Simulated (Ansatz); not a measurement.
Relaxed-ion elastic tensor of SrF$_{2}$ (fluorite, Fm-3m) in GPa (Voigt order), the program Ansatz at the LDA level (PAW); density 4.59 g/cm³, 15.13 Å³ per atom.

```
 140  58.0  58.0   0.0   0.0   0.0
58.0   140  58.0   0.0   0.0   0.0
58.0  58.0   140   0.0   0.0   0.0
 0.0   0.0   0.0  35.9   0.0   0.0
 0.0   0.0   0.0   0.0  35.9   0.0
 0.0   0.0   0.0   0.0   0.0  35.9
```

Question: Is the crystal mechanically stable?

Answer: Yes: the smallest eigenvalue of C is 35.9 GPa.

Question: Work out the Voigt, Reuss and Hill averages.

Answer: K_V = 85.3, K_R = 85.3, K_H = 85.3; G_V = 37.9, G_R = 37.8, G_H = 37.8 GPa.

Question: Give Young's modulus, Poisson's ratio, Pugh's ratio and the universal anisotropy index.

Answer: E = 9KG/(3K + G) = 98.9 GPa; ν = 0.31; K/G = 2.25 (ductile by the Pugh limit of 1.75); A_U = 5G_V/G_R + K_V/K_R − 6 = 0.02.

Question: Estimate the sound speeds and the Debye temperature.

Answer: v_l = √((K + 4G/3)/ρ) = 5440 m/s, v_t = √(G/ρ) = 2870 m/s, mean 3210 m/s; Θ = (h/k)(3n/4πV)^(1/3) v_m = 386 K.

Question: Give the Zener ratio and Young's modulus along [100], [110] and [111].

Answer: A = 2C44/(C11 − C12) = 0.88; 1/E = S11 − 2(S11 − S12 − S44/2)Γ with Γ = 0, 1/4, 1/3 gives 106, 97.1, 94.4 GPa.

Question: Solve the Christoffel equation for the three sound speeds along [100], [110], [111].

Answer: Eigenvalues of C_ijkl n_j n_l equal ρv². In km/s, slowest first: [100] 2.79, 2.79, 5.52; [110] 2.79, 2.99, 5.42; [111] 2.92, 2.92, 5.38.

The LDA relaxation kept the symmetry of its start; phonons on a q-mesh show no instability.

Potentials: the later of the program's two PAW sets.
